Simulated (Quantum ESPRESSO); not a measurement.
NiO in Quantum ESPRESSO: the effect of target pressure

Crystal: NiO.

```
Ni O
1.0
     2.50462    0.00000    0.00000
     0.00000    2.50462    0.00000
     0.00000    0.00000    2.50462
Ni O
1 1
Cartesian
  0.0000 0.0000 0.0000
  1.2523 1.2523 1.2523
```

Measurements of this composition are mostly on another form, of space group No. 225.

Alike in all runs:

- Program: Quantum ESPRESSO 7.5
- Task: phonons
- Functional: LDA
- Potentials or basis: GBRV 1.5 LDA
- Cutoff: 612 eV
- Density cutoff: 4898 eV
- k mesh: 6 × 6 × 6, shifted
- Occupations: fermi-dirac, width 0.05 eV
- Spin: collinear spin, ferromagnetic start
- Starting moments: [1.0, 0.0] μB

Each run relaxes the cell or the atoms first.

```csv
target pressure,relaxed volume (Å³/atom),moment (μB),highest phonon frequency (cm⁻¹)
0 GPa,8.01,1.19,-11
5 GPa,?,?,?
10 GPa,7.73,1.14,112
20 GPa,7.49,1.08,174
40 GPa,7.10,0.76,264
```

Problem. What does the run with target pressure 5 GPa give?

Solution. Relaxed volume 7.86 Å³/atom; moment 1.17 μB; highest phonon frequency 63 cm⁻¹.

Worked out: In Murnaghan's law V^(-B') rises as a straight line in P. The other rows fit best with B' = 3.8, V0 = 8.01 Å³/atom and B0 = 261 GPa, which gives 7.86 Å³/atom at 5 GPa, against the run's 7.86. A parabola through the other rows of the moment, of slope -0.0033 μB per GPa there, gives 1.17 μB, against the run's 1.17. A parabola through the other rows of the highest phonon frequency, of slope 10.8 cm⁻¹ per GPa there, gives 51 cm⁻¹, against the run's 63.

Caveats: all runs use coarse meshes; the mesh is thin for the phonons of a metal; a cell with one magnetic atom can't hold antiferromagnetic order, which such compounds often take; the cell is more than 3 GPa from zero pressure, which shifts response properties (some runs); some modes are imaginary (some runs).
